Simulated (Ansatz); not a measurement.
Relax this structure to zero stress and force, keeping its symmetry:

```xyz
2
Lattice="0.0000 1.8130 1.8130 1.8130 0.0000 1.8130 1.8130 1.8130 0.0000" Properties=species:S:1:pos:R:3 pbc="T T T"
B     0.0000    0.0000    0.0000
N     2.7195    2.7195    2.7195
```

Computed with DFT r2SCAN, scalar-relativistic, plane waves, PAW (Ansatz 0.2.0).

Settings: cutoff 500 eV, Γ-centred mesh 12×12×12 on the computed 2-atom cell, Gaussian smearing of 0.02 eV; no spin polarisation.

Question: What does it relax to?

Answer: The volume falls by 0.08 Å³/atom to 5.88 Å³/atom, and the energy falls by 1.3 meV/atom. Final structure:
Space group F-43m (No. 216). a = 3.610 Å, b = 3.610 Å, c = 3.610 Å, α = 90.00°, β = 90.00°, γ = 90.00°
| atom | site | symmetry | x | y | z |
| --- | --- | --- | --- | --- | --- |
| B | 4a | -43m | 0.0000 | 0.0000 | 0.0000 |
| N | 4c | -43m | 0.2500 | 0.2500 | 0.2500 |

Course of the relaxation (steps run on the plane waves of an earlier cell, and the basis is chosen afresh near the end, so energy and pressure can step there; trial steps that raised the energy were taken back; energies are free energies):

| step | E − E_final (meV/atom) | P (GPa) | V (Å³/atom) |
| --- | --- | --- | --- |
| 1 | 1.3 | -5.16 | 5.96 |
| 2 | 0.2 | -2.15 | 5.91 |
| 3 | 0.0 | 0.03 | 5.88 |
| 4 | 0.0 | 0.04 | 5.88 |